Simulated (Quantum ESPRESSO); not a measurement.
Crystal: TaN.

```
Ta N
1.0
     0.00000    2.21132    2.21132
     2.21132    0.00000    2.21132
     2.21132    2.21132    0.00000
Ta N
1 1
Direct
  0.50000 0.50000 0.50000
  0.00000 0.00000 0.00000
```

The cell comes from a database or a generator and needn't be the stable form of this composition.

```yaml
Program: Quantum ESPRESSO 7.5
Task: phonons and electron-phonon coupling
Functional: PBE
Potentials_or_basis: GBRV 1.5 PBE
Cutoff: 762 eV
Density_cutoff: 6095 eV
k_mesh: 9 × 9 × 9
Occupations: methfessel-paxton, width 0.272 eV
Spin: no spin polarisation
Mixing_beta: 0.5
Most_SCF_iterations: 120
SCF_threshold: 4e-10 Ry
q_mesh: 3 × 3 × 3
```

The cell and the atoms were relaxed first, to 10.77 Å³/atom (a = 3.123 Å, b = 3.123 Å, c = 3.123 Å, α = 60.00°, β = 60.00°, γ = 60.00°), and the response was taken there.

Question: Is this structure dynamically stable at this level, and how far does the spectrum reach?

Answer: No: the interpolated spectrum has imaginary modes, down to 168i cm⁻¹ near X. The highest frequency is 593 cm⁻¹.

Phonon frequencies at the corners of the path (cm⁻¹, interpolated; i marks imaginary ones):
```csv
point,frequencies
Γ,0 0 0 404 404 404
X,168i 44 44 450 466 466
W,150i 150i 124 425 425 593
K,161i 59 84 421 516 516
L,99 99 150 535 556 556
U,161i 59 84 421 516 516
```

Phonon states per cell in windows of 50 cm⁻¹ (negative: imaginary):
| from (cm⁻¹) | total | Ta | N |
| --- | --- | --- | --- |
| -200 | 0.05 | 0.05 | 0.01 |
| -150 | 0.32 | 0.28 | 0.04 |
| -100 | 0.33 | 0.29 | 0.03 |
| -50 | 0.33 | 0.31 | 0.02 |
| 0 | 0.34 | 0.32 | 0.02 |
| 50 | 0.82 | 0.81 | 0.02 |
| 100 | 0.80 | 0.79 | 0.01 |
| 150 | 0.00 | 0.00 | 0.00 |
| 200 | 0.00 | 0.00 | 0.00 |
| 250 | 0.00 | 0.00 | 0.00 |
| 300 | 0.00 | 0.00 | 0.00 |
| 350 | 0.00 | 0.00 | 0.00 |
| 400 | 0.66 | 0.08 | 0.59 |
| 450 | 0.83 | 0.06 | 0.78 |
| 500 | 0.84 | 0.02 | 0.82 |
| 550 | 0.67 | 0.00 | 0.66 |

Caveat: the mesh is thin for the phonons of a metal; some modes are imaginary; the interpolated spectrum has imaginary branches, which spoil the λ, ω_log and α²F that the log prints; λ from interpolated matrix elements is rough: modes that symmetry makes equal can differ by tens of percent.
